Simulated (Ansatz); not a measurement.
# CsPbCl3 (model cell, started as cubic perovskite with Pb in the octahedra): a soft mode frozen in

Which phase does CsPbCl3 (model cell, started as cubic perovskite with Pb in the octahedra) fall into along its unstable mode, and how much energy does it gain?

Main program and level: Ansatz 0.2.0; DFT PBEsol, scalar-relativistic, plane waves, PAW; PAW set soft_1.

## (1) Starting point

It takes space group Pm-3m (No. 221, cubic). The conventional cell has a = 5.619 Å, b = 5.619 Å, c = 5.619 Å, α = 90.00°, β = 90.00°, γ = 90.00°. Nearest to Cs lie 12 Cl at 3.97 Å. Pb has 6 Cl at 2.81 Å nearest. Nearest to Cl lie 2 Pb at 2.81 Å and 4 Cs at 3.97 Å. Farther neighbours and most contacts between anions are not listed.

As a file:

```cif
data_structure
_symmetry_space_group_name_H-M 'Pm-3m'
_symmetry_Int_Tables_number 221
_cell_length_a 5.6186
_cell_length_b 5.6186
_cell_length_c 5.6186
_cell_angle_alpha 90.000
_cell_angle_beta 90.000
_cell_angle_gamma 90.000
_cell_volume 177.37
loop_
_atom_site_label
_atom_site_type_symbol
_atom_site_symmetry_multiplicity
_atom_site_Wyckoff_symbol
_atom_site_fract_x
_atom_site_fract_y
_atom_site_fract_z
_atom_site_occupancy
Cs1 Cs 1 a 0.00000 0.00000 0.00000 1
Pb1 Pb 1 b 0.50000 0.50000 0.50000 1
Cl1 Cl 3 c 0.50000 0.50000 0.00000 1
```

## (2) Response at finite wavevector

The cell comes from relaxations at this level that are not shown. Stability and thermal properties need the whole zone. Linear response on a 2×2×2 q mesh gives force constants as far as a supercell of that size would, and the tensors from the zone-centre run are typed in so that the long-range dipole term is interpolated apart.

input.yaml

```yaml
crystal:
  lattice:
    - [5.6185982474, 0.0, 0.0]
    - [0.0, 5.6185982474, 0.0]
    - [0.0, 0.0, 5.6185982474]
  atoms:
    - { symbol: Cs, position: [0.0, 0.0, 0.0] }
    - { symbol: Pb, position: [0.5, 0.5, 0.5] }
    - { symbol: Cl, position: [0.5, 0.5, 0.0] }
    - { symbol: Cl, position: [0.5, 0.0, 0.5] }
    - { symbol: Cl, position: [0.0, 0.5, 0.5] }
kpoints:
  mp_grid: { grid: [8, 8, 8] }
hamiltonian:
  xc: pbesol
  pseudopotentials: { kind: paw, azcp: { folder: soft_1 }, xc_functional: pbe }
scf:
  occupations: { method: fixed }
output:
  eigenvalues: true
phonons:
  method: dfpt
  qmesh: [2, 2, 2]
  temperatures: { t_max: 1000, t_step: 50 }
  qpath:
    path:
      - [[0.0, 0.0, 0.0], [0.0, 0.5, 0.0], [0.5, 0.5, 0.0], [0.0, 0.0, 0.0], [0.5, 0.5, 0.5], [0.0, 0.5, 0.0]]
      - [[0.5, 0.5, 0.5], [0.5, 0.5, 0.0]]
    npoints: 10
  non_analytic_term:
    high_frequency_dielectric_tensor: [[4.0394, 0.0, 0.0], [0.0, 4.0394, 0.0], [0.0, 0.0, 4.0394]]
    born_effective_charges:
      - { species: Cs, tensor: [[1.3222, 0.0, 0.0], [0.0, 1.3222, 0.0], [0.0, 0.0, 1.3222]] }
      - { species: Pb, tensor: [[3.9497, 0.0, 0.0], [0.0, 3.9497, 0.0], [0.0, 0.0, 3.9497]] }
      - { species: Cl, tensor: [[-0.7258, 0.0, 0.0], [0.0, -0.7258, 0.0], [0.0, 0.0, -3.8203]] }
      - { species: Cl, tensor: [[-0.7258, 0.0, 0.0], [0.0, -3.8203, 0.0], [0.0, 0.0, -0.7258]] }
      - { species: Cl, tensor: [[-3.8203, 0.0, 0.0], [0.0, -0.7258, 0.0], [0.0, 0.0, -0.7258]] }
    source: "zone-centre run at this cell"
```

Command:

```
$ ansatz run input.yaml --threads 4 --pin off --max-ram 16384MiB --backend cpu --events-out ev --progress --plain --runs-dir out
```

Numbers of over 12 decimals in the logs are rounded to 6 here.

Log:

```text
Engine: ansatz 0.2.0, x86_64-unknown-linux-gnu
Pseudopotentials: kind: paw
Pseudopotential: Cs, paw, valence charge 9, recommended cutoff 420 eV (normal), soft_1/Cs.paw.azcp
Pseudopotential: Pb, paw, valence charge 14, recommended cutoff 420 eV (normal), soft_1/Pb.paw.azcp
Pseudopotential: Cl, paw, valence charge 7, recommended cutoff 420 eV (normal), soft_1/Cl.paw.azcp
Functional definition: PBEsol
  exchange = pbesol_x
  correlation = pbesol_c
Crystal: 5 atoms, lattice volume = 177.372 Å³
Basis set: ecut = 420 eV, 3431 PW (Γ), exchange–correlation on 80×80×80 points (8 copies of the dense FFT grid, shifted against one another)
Bands: 27, of which v1, the nominal top of the filled ones, is band 22 counted from 1 (21 counted from 0)
Symmetry: 48 space group operations
k-points: 35 of 512
Non-local potential: Cs, projectors of the file, l = 0: 3, l = 1: 2, l = 2: 2, l = 3: 2
Non-local potential: Pb, projectors of the file, l = 0: 2, l = 1: 2, l = 2: 2, l = 3: 1
Non-local potential: Cl, projectors of the file, l = 0: 2, l = 1: 2, l = 2: 1
PAW form: soft (Blöchl's): semilocal exchange-correlation on the pseudo side does not see the compensation charge
PAW frozen core: Cs, regenerated for the run's functional, and the local potential with it (the file was generated under x = pbe(κ = 0.804, μ = 0.219515), c = pbe(β = 0.066725))
PAW frozen core: Pb, regenerated for the run's functional, and the local potential with it (the file was generated under x = pbe(κ = 0.804, μ = 0.219515), c = pbe(β = 0.066725))
PAW frozen core: Cl, regenerated for the run's functional, and the local potential with it (the file was generated under x = pbe(κ = 0.804, μ = 0.219515), c = pbe(β = 0.066725))
PAW one-centre angular grid: Cs, 194 points (default); XC on 64 Gauss nodes
PAW one-centre angular grid: Pb, 590 points (default); XC on 64 Gauss nodes
PAW one-centre angular grid: Cl, 110 points (default); XC on 64 Gauss nodes
Initial density: superposition of atomic densities (chi_scale 0.1, normalization cell, long waves kept (reshape's long-wave potential 0.01 eV rms))
Initial wavefunctions: pseudopotential atomic-orbital guess
Functional: x = pbesol(κ = 0.804, μ = 0.123457), c = pbesol(β = 0.046)
SCF iter   1: F=—  HF=-20534.057201 eV  |F-HF|=—  |Δ(HF+E_count)|=         —  Δρ=2.39e-2  dr2=2.20e0  ethr=3.10e-3  ⟨swp⟩=5.0  Hψ=3962  notcnv=0  defer=61
preconditioner: auto → Resta (q_TF=auto, 2.163 Å⁻¹)  ε∞=3.0  [insulator: Δε(μ)=1.495 eV  Ē_g=12.630 eV  n_scr=26 (ndim 8)  ℏωp=18.1 eV  f_vac=0.014  ε∞_Penn≈3.0]
SCF iter   2: F=—  HF=-20533.316918 eV  |F-HF|=—  |Δ(HF+E_count)|=   7.40e-1  Δρ=1.08e-2  dr2=6.67e-1  ethr=3.10e-3  ⟨swp⟩=3.6  Hψ=2171  notcnv=0  defer=73
SCF iter   3: F=—  HF=-20532.999047 eV  |F-HF|=—  |Δ(HF+E_count)|=   3.18e-1  Δρ=3.19e-3  dr2=5.25e-2  ethr=1.52e-3  ⟨swp⟩=3.7  Hψ=2133  notcnv=0  defer=94
SCF iter   4: F=—  HF=-20532.980834 eV  |F-HF|=—  |Δ(HF+E_count)|=   1.82e-2  Δρ=1.15e-3  dr2=3.29e-3  ethr=1.19e-4  ⟨swp⟩=3.0  Hψ=1796  notcnv=0  defer=96
SCF iter   5: F=—  HF=-20532.981999 eV  |F-HF|=—  |Δ(HF+E_count)|=   1.16e-3  Δρ=1.96e-4  dr2=7.29e-5  ethr=7.47e-6  ⟨swp⟩=3.0  Hψ=1543  notcnv=0  defer=102
SCF iter   6: F=—  HF=-20532.982107 eV  |F-HF|=—  |Δ(HF+E_count)|=   1.09e-4  Δρ=2.56e-5  dr2=1.20e-6  ethr=1.66e-7  ⟨swp⟩=2.0  Hψ=1694  notcnv=0  defer=102
SCF iter   7: F=—  HF=-20532.982114 eV  |F-HF|=—  |Δ(HF+E_count)|=   6.86e-6  Δρ=6.97e-6  dr2=6.27e-8  ethr=2.74e-9  ⟨swp⟩=2.0  Hψ=1678  notcnv=0  defer=94
SCF iter   8: F=—  HF=-20532.982114 eV  |F-HF|=—  |Δ(HF+E_count)|=   3.22e-8  Δρ=1.34e-6  dr2=2.72e-9  ethr=1.43e-10  ⟨swp⟩=2.0  Hψ=1645  notcnv=0  defer=94
SCF iter   9: F=—  HF=-20532.982114 eV  |F-HF|=—  |Δ(HF+E_count)|=   2.33e-9  Δρ=2.31e-7  dr2=9.78e-11  ethr=6.17e-12  ⟨swp⟩=2.0  Hψ=1645  notcnv=0  defer=94
SCF iter  10: F=-20532.982114 eV  HF=-20532.982114 eV  |F-HF|=2.55e-11  |Δ(HF+E_count)|=  2.11e-10  Δρ=4.12e-8  dr2=5.17e-12  ethr=1.00e-12  ⟨swp⟩=16.4  Hψ=7241  notcnv=0
SCF 1 converged in 10 iterations: F = -20532.982114 eV  dr2 = 5.17e-12
  greatest PAW one-centre occupation: 0.982 electrons in one spin orbital (limit 2), on the Pb atom at site 1 (counted from 0), in its partial waves of l = 2
NSCF: frozen V_eff on 35 k-points
NSCF: frozen V_eff on 125 k-points
DFPT response loops at q = (0, 0, 0) (fractional): preconditioner auto → Resta (q_TF=auto, 2.163 Å⁻¹)  ε∞=5.7 (no band partly filled); β = 1.00, the filter's whole step (`scf.mixing.beta` (0.50) is not read by the response loops at its default; to damp them type it under 1.00, their step now; it binds the ground state too); Broyden in place of MSR1
NSCF: frozen V_eff on 250 k-points
DFPT response loops at q = (0, 0, -0.5) (fractional): mixed as the last ones told, above
NSCF: frozen V_eff on 250 k-points
DFPT response loops at q = (0, -0.5, -0.5) (fractional): mixed as the last ones told, above
NSCF: frozen V_eff on 250 k-points
DFPT response loops at q = (-0.5, -0.5, -0.5) (fractional): mixed as the last ones told, above
SCF converged after 10 iterations
Free energy (F): -20532.982114 eV
Harris-Foulkes:  -20532.982114 eV  (|F-HF|=2.55e-11)
Internal energy: -20532.982114 eV  (E = F + TS)
E sigma→0 (E₀):  -20532.982114 eV
Fermi energy:    3.940559 eV
--- Per-component energies (eV) ---
  E_band       = -238.652898
  E_kinetic    = 892.668209
  E_local      = -2617.023994  (includes V_loc(G=0)·N_el)
  E_nonlocal   = 426.043314
  E_hartree    = 983.298435
  E_xc         = -702.548403
  E_vxc        = -624.675616  (∫ρ·V_xc dr)
  E_paw        = -17141.422938  (= ΣΔE_a)
  E_vpaw       = -282.261974  (= ΣTr[D̂ρ^β])
  E_aug_tail   = 0.000328  (compensation charges beyond the density's cutoff)
  E_ewald      = -2374.438696
  E_core_change = 0.441631  (= ΣΔE_core)
  E_smearing   = -0.000000  (= −TS)
  E_closure    = -0.000000  (closes the sum)
  Σ components = -20532.982114   (vs F -20532.982114, Δ=0.00e0)
--- Band table (eV; the first three rows and the last of 35) ---
  k-point 0: bands = [... 18 lower, 1.3642, 1.4696, 1.4696, 1.4696, 7.1923, 8.2007, 8.2007, 9.0865, ... 1 higher]
  k-point 1: bands = [... 18 lower, 1.3494, 1.4534, 1.4534, 1.4674, 7.3426, 8.3047, 8.3130, 9.1338, ... 1 higher]
  k-point 2: bands = [... 18 lower, 1.3134, 1.4147, 1.4147, 1.5543, 7.6991, 8.5059, 8.6088, 8.7309, ... 1 higher]
  k-point 34: bands = [... 18 lower, 1.7944, 1.7944, 1.7944, 3.9406, 5.7841, 5.7841, 5.7841, 8.9588, ... 1 higher]
--- Phonons (Γ-DFPT): 4 representative perturbations + reference (Σ response iterations 14) ---
  ASR residual: 1.149e-4 → 0.000e0 eV/Å²; symmetrization residual: 3.492e-5 eV/Å²
  ASR residual per site (eV/Å²): 1.44e-5 2.13e-5 1.15e-4 1.15e-4 1.15e-4
  Γ frequencies (cm⁻¹): -21.57 -21.57 -21.57 0.00 0.00 0.00 20.39 20.39 20.39 51.82 51.82 51.82 136.05 136.05 136.05
--- Phonons (arbitrary-q DFPT): 4 irreducible q on the 2×2×2 mesh ---
  q = [0.0000, 0.0000, 0.0000] (star 1, of the zone-centre solve; hermiticity 2.84e-5, symmetrization 1.04e-11): -21.57 -21.57 -21.57 -0.00 0.00 0.00 20.39 20.39 20.39 51.82 51.82 51.82 136.05 136.05 136.05
  q = [0.0000, 0.0000, -0.5000] (star 3, 9 solved perturbations in 975 linear systems a pass and spin channel, the states on 125 of 512 k-point pairs; hermiticity 7.17e-6, symmetrization 4.23e-13): -13.35 -13.35 10.54 10.54 35.26 38.59 42.97 42.97 43.87 43.87 52.08 110.89 136.26 136.26 248.00
  q = [0.0000, -0.5000, -0.5000] (star 3, 9 solved perturbations in 975 linear systems a pass and spin channel, the states on 125 of 512 k-point pairs; hermiticity 5.62e-6, symmetrization 2.50e-13): -47.49 -20.61 -20.61 7.80 34.70 41.37 41.37 45.25 45.25 87.55 102.60 102.60 136.35 220.71 256.77
  q = [-0.5000, -0.5000, -0.5000] (star 1, 4 solved perturbations in 350 linear systems a pass and spin channel, the states on 125 of 512 k-point pairs; hermiticity 7.22e-7, symmetrization 8.24e-12): -47.94 -47.94 -47.94 -11.76 -11.76 -11.76 80.88 80.88 80.88 98.47 98.47 98.47 220.43 220.43 262.77
  sum rule: each row above includes the acoustic sum rule's correction from the zone centre's row sums; it moved no ω² by more than (0.94 cm⁻¹)²
  mesh force constants: q→R imaginary residual 6.58e-18; ASR residual 1.149e-4 → 0.000e0 eV/Å²; symmetrization residual 7.994e-15 eV/Å²
  interpolated dispersion: 63 rows × 15 modes
  density of states and harmonic sums: on the 12×12×12 q-mesh, interpolated from the force constants of a 2×2×2 supercell (with the dipole–dipole term of supplied tensors)
  largest difference from the sums on the solved wave vectors: F 4.76e-2 eV, S 5.11e-5 and C_V 1.74e-5 eV/K
  zero-point energy: 0.064371 eV/cell   skipped modes (ω ≤ 0): 291, of them read as no rigid motion or as one in doubt: 288 (3.414e0 modes/cell left out, lowest -47.94 cm⁻¹)   left out of the sums: 2.28e-1 of the cell's modes: C_V's classical limit lies that fraction below 3 k_B per atom; for a crystal, a wire or a layer, F and S can be off by more, and a phonons.interpolated_qmesh denser along its periods is the remedy for the sampling
```

Run time: 5.5 min. Hardware: 4 threads of Intel Xeon Platinum 8375C at 2.90GHz (Ice Lake), shared host; peak memory 1.8 GiB.

This step gave:

```
gap on the k-mesh                                       : 1.844 eV
volume per atom                                         : 35.47 Å³
sum-rule residual before enforcement                    : 1.15e-4 eV/Å²
lowest frequency on the path                            : -47.94 cm⁻¹
point group                                             : m-3m
highest frequency on the path or at a solved wavevector : 262.8 cm⁻¹
highest optical mode at the zone centre (no LO-TO term) : 136.1 cm⁻¹
lowest optical zone-centre mode                         : -21.57 cm⁻¹
lowest mode on the q mesh (acoustic modes at Γ apart)   : -47.94 cm⁻¹
```

Frequencies (cm⁻¹) solved at each irreducible wavevector; negative means imaginary. Frequencies by wavevector, by row:

| q in reciprocal lattice units | star | mode 1 | mode 2 | mode 3 | mode 4 | mode 13 | mode 14 | mode 15 |
| --- | --- | --- | --- | --- | --- | --- | --- | --- |
| 0 0 0 | 1 | -21.6 | -21.6 | -21.6 | 0 | 136.1 | 136.1 | 136.1 |
| 0 0 -0.5 | 3 | -13.3 | -13.3 | 10.5 | 10.5 | 136.3 | 136.3 | 248 |
| 0 -0.5 -0.5 | 3 | -47.5 | -20.6 | -20.6 | 7.8 | 136.3 | 220.7 | 256.8 |
| -0.5 -0.5 -0.5 | 1 | -47.9 | -47.9 | -47.9 | -11.8 | 220.4 | 220.4 | 262.8 |

Interpolated from a 2×2×2 q mesh, with the LO-TO term (at Γ the limit along the path; where Γ stands inside the path, tables give the limit on arrival). Phonon branches along the path, in cm⁻¹:

| point | branch 1 | branch 2 | branch 3 | branch 4 | branch 12 | branch 13 | branch 14 | branch 15 |
| --- | --- | --- | --- | --- | --- | --- | --- | --- |
| Γ | -22 | -22 | 0 | 0 | 56 | 136 | 136 | 232 |
| halfway | -18 | -18 | 10 | 10 | 88 | 136 | 136 | 239 |
| X | -13 | -13 | 10 | 10 | 111 | 136 | 136 | 248 |
| halfway | -35 | -14 | -8 | 7 | 107 | 136 | 188 | 249 |
| M | -48 | -21 | -21 | 8 | 103 | 136 | 221 | 257 |
| halfway | -28 | -14 | -13 | 17 | 88 | 136 | 176 | 236 |
| Γ | -22 | -22 | 0 | 0 | 56 | 136 | 136 | 232 |
| halfway | -29 | -25 | -25 | 9 | 88 | 178 | 178 | 235 |
| R | -48 | -48 | -48 | -12 | 98 | 220 | 220 | 263 |
| halfway | -37 | -33 | -25 | -10 | 105 | 180 | 193 | 250 |
| X | -13 | -13 | 10 | 10 | 111 | 136 | 136 | 248 |
| jump to R | -48 | -48 | -48 | -12 | 98 | 220 | 220 | 263 |
| halfway | -48 | -35 | -35 | -5 | 101 | 186 | 221 | 257 |
| M | -48 | -21 | -21 | 8 | 103 | 136 | 221 | 257 |

Symmetry leaves 4 wavevectors to solve. The lowest mode among them, the acoustic zeros apart, lies at q = (-0.5, -0.5, -0.5) and is imaginary, 47.9i cm⁻¹, so the energy falls along it.

## (3) The mode frozen in, largest atomic shift 0 Å

The mode followed lies at q = (-0.5, -0.5, -0.5) with frequency 47.9i cm⁻¹ and is 3-fold degenerate, the softest among the wavevectors solved. At small amplitude the distorted cell has space group no. 140 by a symmetry search on the positions. The undistorted cell that holds it gives the zero of energy on the same k mesh.

System of this step: CsPbCl3 (model cell, started as cubic perovskite with Pb in the octahedra). The structure is cubic, space group Pm-3m (No. 221). Conventional cell: a = 5.619 Å, b = 5.619 Å, c = 5.619 Å, α = 90.00°, β = 90.00°, γ = 90.00°. Nearest to Cs lie 12 Cl at 3.97 Å. Pb has 6 Cl at 2.81 Å nearest. Nearest to Cl lie 2 Pb at 2.81 Å and 4 Cs at 3.97 Å. Farther neighbours and most contacts between anions are not listed.

input.yaml

```yaml
crystal:
  lattice:
    - [5.6185982474, 5.6185982474, 0.0]
    - [5.6185982474, 0.0, 5.6185982474]
    - [5.6185982474, 0.0, -5.6185982474]
  atoms:
    - { symbol: Cs, position: [0.0, 0.0, 0.0] }
    - { symbol: Cs, position: [0.0, 0.5, 0.5] }
    - { symbol: Pb, position: [0.5, 0.25, 0.75] }
    - { symbol: Pb, position: [0.5, 0.75, 0.25] }
    - { symbol: Cl, position: [0.5, 0.0, 0.0] }
    - { symbol: Cl, position: [0.5, 0.5, 0.5] }
    - { symbol: Cl, position: [0.0, 0.5, 0.0] }
    - { symbol: Cl, position: [0.0, 0.0, 0.5] }
    - { symbol: Cl, position: [0.5, 0.0, 0.5] }
    - { symbol: Cl, position: [0.5, 0.5, 0.0] }
kpoints:
  mp_grid: { grid: [6, 6, 6] }
hamiltonian:
  xc: pbesol
  pseudopotentials: { kind: paw, azcp: { folder: soft_1 }, xc_functional: pbe }
scf:
  occupations: { method: gaussian, width: 0.02 }
output:
  forces: true
  stress: true
  eigenvalues: true
```

Log:

```text
[...]
Crystal: 10 atoms, lattice volume = 354.743 Å³
Basis set: ecut = 420 eV, 6879 PW (Γ), exchange–correlation on 108×108×108 points (8 copies of the dense FFT grid, shifted against one another)
Bands: 54, of which v1, the nominal top of the filled ones, is band 44 counted from 1 (43 counted from 0)
Symmetry: 96 space group operations
[...]
k-points: 16 of 216
[...]
k-point 0: bands = [... 40 lower, 1.7943, 1.7943, 1.7943, 3.9405, 5.7842, 5.7842, 5.7842, 7.1923, ... 4 higher]
  k-point 1: bands = [... 40 lower, 1.7346, 1.7346, 1.7629, 3.4862, 6.0849, 6.0849, 6.2270, 7.3887, ... 4 higher]
  k-point 2: bands = [... 40 lower, 1.6364, 1.6364, 1.6793, 2.6486, 6.8335, 6.8335, 7.0554, 7.8370, ... 4 higher]
  k-point 15: bands = [... 40 lower, 1.4884, 1.6985, 2.3674, 2.7294, 6.4991, 6.7520, 7.2237, 8.5884, ... 4 higher]
[key lines of the parts left out:]
SCF converged after 8 iterations
Free energy (F): -41065.964605 eV
Fermi energy:    4.862208 eV
P = ⅓ Tr σ = -0.0092 GPa (-0.092 kbar)
```

It took 6.8 s on 4 threads; peak memory 0.94 GiB; 25 s of CPU time.

Numbers from this step:

- pressure: -0.009153 GPa
- energy from the undistorted cell: 0 meV/atom

At this level the gap is 1.84 eV on the k-mesh of the self-consistent run, which can miss the band edges.

## (4) The mode frozen in, largest atomic shift 0.6 Å

The atoms are moved along the unstable eigenvector, the largest shift by 0.6 Å, with the cell fixed.

input.yaml, the sections that differ from step 3:

```yaml
crystal:
  lattice:
    - [5.6185982474, 5.6185982474, 0.0]
    - [5.6185982474, 0.0, 5.6185982474]
    - [5.6185982474, 0.0, -5.6185982474]
  atoms:
    - { symbol: Cs, position: [0.0, 0.0, 0.0] }
    - { symbol: Cs, position: [0.0, 0.5, 0.5] }
    - { symbol: Pb, position: [0.5, 0.25, 0.75] }
    - { symbol: Pb, position: [0.5, 0.75, 0.25] }
    - { symbol: Cl, position: [0.5, -0.0533941006, -0.0533941006] }
    - { symbol: Cl, position: [0.5, 0.5533941006, 0.5533941006] }
    - { symbol: Cl, position: [0.0, 0.5, 0.0] }
    - { symbol: Cl, position: [0.0, 0.0, 0.5] }
    - { symbol: Cl, position: [0.5, 0.0533941006, 0.4466058994] }
    - { symbol: Cl, position: [0.5, 0.4466058994, 0.0533941006] }
# kpoints, hamiltonian, scf, output: as in step 3
```

Log:

```text
[...]
Crystal: 10 atoms, lattice volume = 354.743 Å³
Basis set: ecut = 420 eV, 6879 PW (Γ), exchange–correlation on 108×108×108 points (8 copies of the dense FFT grid, shifted against one another)
Bands: 54, of which v1, the nominal top of the filled ones, is band 44 counted from 1 (43 counted from 0)
Symmetry: 16 space group operations
[...]
k-points: 30 of 216
[...]
k-point 0: bands = [... 40 lower, 1.6479, 1.6690, 1.6690, 3.5260, 5.7377, 5.7595, 5.7595, 7.3529, ... 4 higher]
  k-point 1: bands = [... 40 lower, 1.6264, 1.6416, 1.6908, 3.1719, 5.9826, 6.0119, 6.1084, 7.5386, ... 4 higher]
  k-point 2: bands = [... 40 lower, 1.5584, 1.5759, 1.7361, 2.4842, 6.5742, 6.6655, 6.8588, 7.8880, ... 4 higher]
  k-point 29: bands = [... 40 lower, 1.4493, 1.6347, 2.2813, 2.7280, 6.2226, 6.2226, 6.6183, 8.5283, ... 4 higher]
[key lines of the parts left out:]
SCF converged after 8 iterations
Free energy (F): -41066.067518 eV
Fermi energy:    4.631856 eV
P = ⅓ Tr σ = -0.4901 GPa (-4.901 kbar)
```

Run time: 14 s. Hardware: 4 threads; peak memory 1 GiB; 53 s of CPU time.

This step gave:

```
pressure                         : -0.4901 GPa
gap on the k-mesh                : 2.212 eV
energy from the undistorted cell : -10.29 meV/atom
```

The energy, extrapolated to zero smearing, is -10.29 meV/atom against the undistorted cell.

The run ends at a pressure of -0.49 GPa, with forces up to 0.0017 eV/Å.

## (5) Energy along the mode, all amplitudes (two of the runs are shown above)

An imaginary frequency means negative curvature, so the energy should fall and then rise again as anharmonic terms take over.

This step gave:

* depth at the lowest point sampled: 10.29 meV/atom
* largest atomic shift at that point: 0.6 Å

The energy from the parent by largest atomic shift:

| largest atomic shift (Å) | energy from the parent (meV/atom) |
| --- | --- |
| 0.000 | 0 |
| 0.040 | -0.095 |
| 0.080 | -0.379 |
| 0.140 | -1.14 |
| 0.220 | -2.68 |
| 0.320 | -5.17 |
| 0.450 | -8.45 |
| 0.600 | -10.3 |

Displacement at unit largest shift by atom:

| atom | x (Å) | y (Å) | z (Å) | size |
| --- | --- | --- | --- | --- |
| Cs1 | 0.00 | 0.00 | 0.00 | 0.00 |
| Cs2 | 0.00 | 0.00 | 0.00 | 0.00 |
| Pb3 | 0.00 | 0.00 | 0.00 | 0.00 |
| Pb4 | 0.00 | 0.00 | 0.00 | 0.00 |
| Cl5 | -1.00 | 0.00 | 0.00 | 1.00 |
| Cl6 | 1.00 | 0.00 | 0.00 | 1.00 |
| Cl7 | 0.00 | 0.00 | 0.00 | 0.00 |
| Cl8 | 0.00 | 0.00 | 0.00 | 0.00 |
| Cl9 | 0.00 | 0.00 | 1.00 | 1.00 |
| Cl10 | 0.00 | 0.00 | -1.00 | 1.00 |

The lowest of the steps tried is the last one, at 0.6 Å, 10.3 meV/atom below the parent; the bottom of the well need not coincide with a step.

(Part 1 of 3 ends here.)

[Logs are printed without paths, hosts, clocks, repeated set-up lines and the standing remarks that a program may print on its own settings, such as how far it seeks lower states.]

[Hosts, paths, dates, database ids (printed as entryN), source tags and the programs' standing remarks are cut or masked in the printed files.]
